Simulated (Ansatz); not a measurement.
Runs of Ansatz 0.2.0 on CaSe. The structure is cubic, space group Fm-3m (No. 225). Conventional cell: a = 5.912 Å, b = 5.912 Å, c = 5.912 Å, α = 90.00°, β = 90.00°, γ = 90.00°. Around Se (site symmetry m-3m) lie 6 Ca at 2.96 Å. Ca (site symmetry m-3m) is surrounded by 6 Se at 2.96 Å. 

```tsv
cell	gap on the mesh (eV)	pressure (GPa)
relaxed to 2 GPa	1.99	2.0
relaxed	(b)	0.0
relaxed to 20 GPa	(a)	20.0
relaxed to 30 GPa	0.97	30.0
relaxed to 10 GPa	1.66	10.0
relaxed to 5 GPa	1.86	5.0
```

Alike in all rows: task relaxation of cell and atoms; level PBE; potentials or basis all-electron LAPW, scalar-relativistic; no spin polarisation; k mesh 8 × 8 × 8; smearing fermi-dirac 0.05 eV; basis error allowed 0.001 eV/atom.

**Question.** Fill in the values left out.

**Answer.** (a) 1.30; (b) 2.08.

A k mesh can miss the band edges, and the runs leave out spin-orbit coupling on Se.
